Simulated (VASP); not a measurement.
# As (Cmce) in VASP: a series of runs, part 2 of 2

VASP 6.6.1. The steps go on from the part before.

## (3) Single point, PBE

This run's cell holds other atoms than the first one's.

Input file INCAR:

```
PREC     = Accurate       # precision mode
ENCUT    = 520            # plane-wave cutoff, eV
EDIFF    = 1E-6           # SCF threshold, eV
ISMEAR   = 0              # smearing method
SIGMA    = 0.1            # smearing width, eV
LREAL    = False          # projectors in reciprocal space
LASPH    = True           # aspherical terms in the spheres
NELM     = 100            # most SCF steps
ALGO     = Normal         # electronic algorithm
ISIF     = 2              # what is computed and relaxed
LWAVE    = False          # write WAVECAR
LCHARG   = True           # write CHGCAR
GGA      = PE             # functional
LELF     = True           # ELF
LVHAR    = True         
NBANDS   = 18             # bands
```

Input file KPOINTS:

```
Automatic mesh
0
Gamma
  6 6 4
```

Input file POSCAR:

```
As
1.0
    1.8250000000     -5.5000000000      0.0000000000
    1.8250000000      5.5000000000      0.0000000000
    0.0000000000      0.0000000000      4.4700000000
As
4
Direct
    0.1100000000      0.8900000000      0.9400000000
    0.6100000000      0.3900000000      0.5600000000
    0.8900000000      0.1100000000      0.0600000000
    0.3900000000      0.6100000000      0.4400000000
```

Potentials or basis: VASP PAW PBE potentials, release 64 (As).

Started as:

```bash
$ cat potpaw_PBE.64/As/POTCAR > POTCAR
$ mpirun -np 1 vasp_std > vasp.out
```

OUTCAR:

```text
PREC = Accurate
   ENCUT = 520
   EDIFF = 1E-6
   ISMEAR = 0
   LREAL = False
   LASPH = True
   NELM = 100
   ISIF = 2
   GGA = PE

 ion  position               nearest neighbor table
   1  0.110  0.890  0.940-   3 2.48   2 2.49   2 2.49
   2  0.610  0.390  0.560-   4 2.48   1 2.49   1 2.49
   3  0.890  0.110  0.060-   1 2.48   4 2.49   4 2.49
   4  0.390  0.610  0.440-   2 2.48   3 2.49   3 2.49

  LATTYP: Found a base centered orthorhombic cell.
 ALAT       =     3.6500000000
 B/A-ratio  =     3.0136986301
 C/A-ratio  =     1.2246575342

  Lattice vectors:

 A1 = (   1.8250000000,  -5.5000000000,   0.0000000000)
 A2 = (   1.8250000000,   5.5000000000,   0.0000000000)
 A3 = (   0.0000000000,   0.0000000000,   4.4700000000)

Analysis of symmetry for initial positions (statically):
=====================================================================
 Subroutine PRICEL returns:
 Original cell was already a primitive cell.

 Routine SETGRP: Setting up the symmetry group for a
 base centered orthorhombic supercell.

 Subroutine GETGRP returns: Found  8 space group operations
 (whereof  4 operations were pure point group operations)
 out of a pool of  8 trial point group operations.

The static configuration has the point symmetry C_2h.
 The point group associated with its full space group is D_2h.

Analysis of symmetry for dynamics (positions and initial velocities):
=====================================================================
 Subroutine PRICEL returns:
 Original cell was already a primitive cell.

 Routine SETGRP: Setting up the symmetry group for a
 base centered orthorhombic supercell.

 Subroutine GETGRP returns: Found  8 space group operations
 (whereof  4 operations were pure point group operations)
 out of a pool of  8 trial point group operations.

[... 124 lines left out ...]
     AMIX     =   0.40;   BMIX     =  1.00
     AMIX_MAG =   1.60;   BMIX_MAG =  1.00
  volume/ion in A,a.u.               =      22.43       151.39
  Fermi-wavevector in a.u.,A,eV,Ry     =   0.992576  1.875697 13.404559  0.985207
  Thomas-Fermi vector in A             =   2.124398
   LORBIT       =      0    0 simple, 1 ext, 2 COOP (PROOUT), +10 PAW based schemes
   GGA     = PE    functional components
   LHFCALC =     F    Hartree Fock is set to
   AEXX    =    0.0000 exact exchange contribution
   IVDW    =     0    specifies the selected vdW correction
   LEPSILON=     F    determine dielectric tensor
   LRPA    =     F    only Hartree local field effects (RPA)
 non-spin polarized calculation
 Gauss-broadening in eV      SIGMA  =   0.10
  energy-cutoff  :      520.00
  volume of cell :       89.74
 maximum number of plane-waves:      2436
 NGX is ok and might be reduce to    48

 number of electron      20.0000001 magnetization

 Free energy of the ion-electron system (eV)
  ---------------------------------------------------
  ext. energy  EPLUGINS =         0.00000000
  ---------------------------------------------------
  free energy    TOTEN  =       -18.56344005 eV

  energy without entropy =      -18.56309626  energy(sigma->0) =      -18.56326815

 E-fermi :   4.7620     XC(G=0):  -9.7545

 val. band max:        4.6354248180   @ k =  -0.3333   0.3333   0.0000
 cond. band min:       4.9116628114   @ k =   0.5000   0.1667   0.0000
 fundamental gap:      0.2762379935
 Fermi energy:         4.7619931056

 k-point     1 :       0.0000    0.0000    0.0000
  band No.  band energies     occupation
      1      -9.9714      2.00000
      2      -7.2008      2.00000
      3      -4.5778      2.00000
      4      -1.2396      2.00000
      5      -1.2005      2.00000
      6       0.5051      2.00000
[... 481 lines left out ...]
      5      -0.0292      2.00000
      6       1.1387      2.00000
[... 10 lines left out ...]
     17      10.9730      0.00000
     18      12.2745      0.00000

 [... further k-points ...]

------------------------ aborting loop because EDIFF is reached ----------------------------------------

  FORCE on cell =-STRESS in cart. coord.  units (eV):
  Direction    XX          YY          ZZ          XY          YZ          ZX
  --------------------------------------------------------------------------------------
  -------------------------------------------------------------------------------------
  Total        2.7158218      1.6788740      1.1719152      0.0000000     -0.0000000      0.0000000
  in kB       48.4896191     29.9754433     20.9239512      0.0000000     -0.0000000      0.0000000
  external PRESSURE =      33.1296712 kB  Pullay stress =       0.0000000 kB

 VOLUME and BASIS-vectors are now :
 -----------------------------------------------------------------------------
  energy-cutoff  :      520.00
  volume of cell :       89.74
      direct lattice vectors                 reciprocal lattice vectors
     1.825000000 -5.500000000  0.000000000     0.273972603 -0.090909091  0.000000000
     1.825000000  5.500000000  0.000000000     0.273972603  0.090909091  0.000000000
     0.000000000  0.000000000  4.470000000     0.000000000  0.000000000  0.223713647

 POSITION                                       TOTAL-FORCE (eV/Angst)
 -----------------------------------------------------------------------------------
      1.82500      4.29000      4.20180         0.000000     -0.137657      0.010596
      1.82500     -1.21000      2.50320         0.000000     -0.137657     -0.010596
      1.82500     -4.29000      0.26820         0.000000      0.137657     -0.010596
      1.82500      1.21000      1.96680         0.000000      0.137657      0.010596
 -----------------------------------------------------------------------------------
    total drift:                                0.000000      0.000000     -0.000000

  FREE ENERGIE OF THE ION-ELECTRON SYSTEM (eV)
  ---------------------------------------------------
  free  energy   TOTEN  =       -18.5634400499 eV

  energy  without entropy=      -18.5630962573  energy(sigma->0) =      -18.56326815
```

OSZICAR:

```text
N       E                     dE             d eps       ncg     rms          rms(c)
DAV:   1     0.645688090262E+02    0.64569E+02   -0.78726E+03  1404   0.926E+02
DAV:   2    -0.143038770843E+02   -0.78873E+02   -0.76199E+02  1880   0.142E+02
DAV:   3    -0.185886577447E+02   -0.42848E+01   -0.42563E+01  1750   0.338E+01
DAV:   4    -0.186187639757E+02   -0.30106E-01   -0.30088E-01  1714   0.322E+00
DAV:   5    -0.186188968721E+02   -0.13290E-03   -0.13289E-03  1650   0.228E-01    0.477E+00
DAV:   6    -0.185825651107E+02    0.36332E-01   -0.15688E-02  1558   0.706E-01    0.286E+00
DAV:   7    -0.185631659361E+02    0.19399E-01   -0.34872E-02  1504   0.107E+00    0.124E-01
DAV:   8    -0.185633355128E+02   -0.16958E-03   -0.99392E-04  1538   0.171E-01    0.520E-02
DAV:   9    -0.185634408971E+02   -0.10538E-03   -0.18214E-04  1610   0.763E-02    0.195E-02
DAV:  10    -0.185634396544E+02    0.12427E-05   -0.71027E-06  1568   0.155E-02    0.680E-03
DAV:  11    -0.185634400499E+02   -0.39552E-06   -0.26186E-06  1494   0.952E-03
   1 F= -.18563440E+02 E0= -.18563268E+02  d E =-.343793E-03
```

Run time: 35 s. Hardware: 1 thread of Intel Xeon 6975P-C (Granite Rapids), shared host; peak memory 0.28 GiB.

What came out:

```yaml
Free_energy: -18.5634 eV
Pressure: 3.3 GPa
Largest_force: 0.138 eV/Å
Band_gap_on_the_k_mesh: 0.28 eV, indirect (least direct gap 0.46 eV)
```

Forces in eV/Å, atoms in the order of the input:
```
As   0.000 -0.138  0.011
As   0.000 -0.138 -0.011
As   0.000  0.138 -0.011
As   0.000  0.138  0.011
```

Levels at points of the mesh, in eV from the valence-band top:
| k point | band 8 | band 9 | band 10 | band 11 | band 12 | band 13 |
| --- | --- | --- | --- | --- | --- | --- |
| (0.00, 0.00, 0.00) | -2.06 | -1.69 | -0.88 | 2.15 | 2.23 | 2.70 |
| (0.50, 0.00, 0.00) | -2.34 | -2.18 | -2.18 | 1.04 | 1.04 | 1.23 |
| (0.50, 0.50, 0.00) | -1.49 | -1.08 | -0.15 | 0.31 | 2.15 | 2.59 |
| (0.00, 0.00, 0.50) | -1.80 | -0.42 | -0.42 | 1.22 | 1.22 | 2.26 |
| (0.50, 0.00, 0.50) | -4.46 | -1.64 | -1.64 | 2.18 | 2.18 | 4.80 |
| (0.50, 0.50, 0.50) | -1.72 | -0.91 | -0.91 | 1.67 | 1.67 | 1.96 |

## (4) Single point, PBE (strained and moved within a subgroup)

Input file INCAR:

```
SYSTEM = As
PREC = Accurate
ENCUT = 520
EDIFF = 1E-6
ISMEAR = 0
SIGMA = 0.05
LREAL = .False.
LASPH = .True.
NELM = 100
ALGO = Fast
ISIF = 2
LWAVE = .False.
LCHARG = .False.
GGA = PE
NBANDS = 18
```

Input file KPOINTS:

```
Automatic mesh
0
Gamma
  10 10 8
  0 0 0
```

Input file POSCAR:

```
As
1.0
    1.8529482500     -5.4820372500      0.0000000000
    1.7613182500      5.4516327500      0.0000000000
    0.0000000000      0.0000000000      4.5016923000
As
4
Direct
    0.1270204655      0.9290241205      0.9572715681
    0.5851341193      0.3741185601      0.5427284319
    0.9148658807      0.1258814399      0.0427284319
    0.3729795345      0.5709758795      0.4572715681
```

Started as:

```bash
$ cat potpaw_PBE.64/As/POTCAR > POTCAR
$ mpirun -np 1 vasp_std > vasp.out
```

It took 5.3 min on 1 thread of Intel Xeon 6975P-C (Granite Rapids), shared host; peak memory 0.49 GiB.

The run converged. Its results:

```yaml
Free_energy: -17.7752 eV
Pressure: 8.0 GPa
Largest_force: 2.718 eV/Å
Band_gap_on_the_k_mesh: none (metal or under the smearing width)
```

Forces in eV/Å, atoms in the order of the input:
```
As  -0.779 -2.438 -0.913
As   0.705 -2.403  0.913
As  -0.705  2.403  0.913
As   0.779  2.438 -0.913
```

Stress tensor (GPa, compression positive):
```
 4.30  0.14  0.00
 0.14 20.64  0.00
 0.00  0.00 -0.91
```

Levels at points of the mesh, in eV from the Fermi level:
| k point | band 7 | band 8 | band 9 | band 10 | band 11 | band 12 | band 13 | band 14 |
| --- | --- | --- | --- | --- | --- | --- | --- | --- |
| (0.00, 0.00, 0.00) | -2.83 | -2.00 | -1.15 | -0.65 | 1.84 | 2.94 | 3.30 | 3.77 |
| (0.50, 0.00, 0.00) | -3.08 | -2.44 | -2.05 | -2.03 | 0.26 | 0.77 | 0.90 | 1.53 |
| (0.00, 0.50, 0.00) | -3.12 | -2.30 | -2.12 | -1.95 | 0.24 | 0.75 | 1.02 | 1.37 |
| (0.50, 0.50, 0.00) | -2.98 | -1.83 | -0.24 | 0.12 | 0.62 | 1.67 | 2.89 | 3.49 |
| (0.00, 0.00, 0.50) | -1.58 | -1.58 | -0.63 | -0.63 | 1.37 | 1.37 | 2.54 | 2.54 |
| (0.50, 0.00, 0.50) | -4.03 | -4.03 | -1.85 | -1.85 | 2.90 | 2.90 | 3.80 | 3.80 |
| (0.00, 0.50, 0.50) | -4.16 | -4.16 | -1.66 | -1.66 | 3.11 | 3.11 | 3.86 | 3.86 |
| (0.50, 0.50, 0.50) | -1.59 | -1.59 | -0.77 | -0.77 | 1.75 | 1.75 | 2.40 | 2.40 |

Caveat: forces of over 1 eV/Å show positions far from the minimum, so gaps and moduli don't describe the material at rest.

## (5) Summary

| potentials or basis | cell | k mesh | smearing | mesh quality | gap on the mesh (eV) | pressure (GPa) | largest force (eV/Å) |
| --- | --- | --- | --- | --- | --- | --- | --- |
| VASP PAW PBE potentials, release 64 (Bi_d) | As replaced by Bi, lengths x 1.146, strained and moved within the space group | 4 × 4 × 4 | gaussian 0.1 eV | coarse | none | 30.2 | 9.40 |
| VASP PAW PBE potentials, release 64 (As) | as given | 6 × 6 × 4 | gaussian 0.1 eV | not flagged | 0.28 | 3.3 | 0.14 |
| VASP PAW PBE potentials, release 64 (As) | strained and moved within a subgroup | 10 × 10 × 8 | gaussian 0.05 eV | not flagged | none | 8.0 | 2.72 |

Alike in all rows: task single point; level PBE; no spin polarisation; cutoff (eV) 520.

Caveats: some runs use coarse meshes; forces of over 1 eV/Å show positions far from the minimum, so gaps and moduli don't describe the material at rest (some runs); so large a pressure means that the cell lies far from this level's equilibrium, or that cutoff or potentials fall short (some runs); spin-orbit coupling is left out, which moves the levels of the heavy elements (some runs).

Total energies depend on the potentials used, so only differences within one code and one set of settings carry meaning.
